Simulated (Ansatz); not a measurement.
Sn:

```
Sn
1.0
     0.00000    3.23334    3.23334
     3.23334    0.00000    3.23334
     3.23334    3.23334    0.00000
Sn
2
Direct
  0.75000 0.75000 0.75000
  0.50000 0.50000 0.50000
```

This isn't the form of Sn at room conditions, which is tetragonal (white tin).

| Property | Result |
| --- | --- |
| Program | Ansatz 0.2.0 |
| Task | relaxation of cell and atoms |
| Functional | PBE0 |
| Potentials or basis | Ansatz PAW |
| Cutoff | 420 eV (not typed: the program's choice for these potentials) |
| k mesh | 4 × 4 × 4 |
| Occupations | fermi-dirac, width 0.05 eV |
| Spin | no spin polarisation |

At the start: volume 33.80 Å³/atom.

Problem. How do energy, volume and symmetry change on relaxing?

Solution. It ends after 5 steps and the volume is 35.48 Å³/atom (+5.0 %); space group Fd-3m (No. 227, to 0.05 Å).

The path:
```
step  energy change (eV)  largest force (eV/Å)  volume (Å³)
   1              0.0000                0.0000        67.61
   2             -0.0142                0.0000        71.98
   3             -0.0164                0.0000        70.81
   4             -0.0164                0.0000        70.96
   5             -0.0170                0.0000        70.96
```

Final structure:
```
Sn
1.0
     0.00000    3.28590    3.28590
     3.28590    0.00000    3.28590
     3.28590    3.28590    0.00000
Sn
2
Direct
  0.75000 0.75000 0.75000
  0.50000 0.50000 0.50000
```

Caveat: the k mesh is coarse (spacing up to 0.42 Å⁻¹), so the values aren't converged, least of all with exact exchange; the plane-wave basis is chosen anew once the cell has moved, so the energies of steps on either side of that aren't comparable; the PAW data sets come from PBE, with cores solved anew for the run's functional, which leaves a small shift of forces and pressure.
